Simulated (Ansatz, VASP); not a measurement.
One calculation of Tl, two programs

```
Tl
1.0
    -1.78520    1.78520    1.78520
     1.78520   -1.78520    1.78520
     1.78520    1.78520   -1.78520
Tl
1
Direct
  0.00000 0.00000 0.00000
```

Alike in both runs: task single point; functional PBEsol; k mesh 16 × 16 × 16; occupations gaussian, width 0.1 eV; no spin polarisation.

|  | VASP | Ansatz |
| --- | --- | --- |
| version | VASP 6.6.1 | Ansatz 0.2.0 |
| potentials or method | VASP PAW PBE potentials, release 64 (Tl_d) | scalar-relativistic, plane waves, PAW |
| plane-wave cutoff (eV) | 520 | 420 |
| valence electrons in the cell | 13 | 13 |

```tsv
	VASP	Ansatz	Ansatz less VASP
gap on the k mesh at the Fermi level (eV)	none	none	-
pressure (GPa)	15.4	15.5	+0.08
```

A gap of «none» marks a metal or a gap that the smearing closes.

Caveats: so large a pressure means that the cell lies far from this level's equilibrium, or that cutoff or potentials fall short (VASP); the potentials were made for another functional, which shifts forces and pressure (VASP). The runs have no spin-orbit coupling, so splittings on Tl are missing.
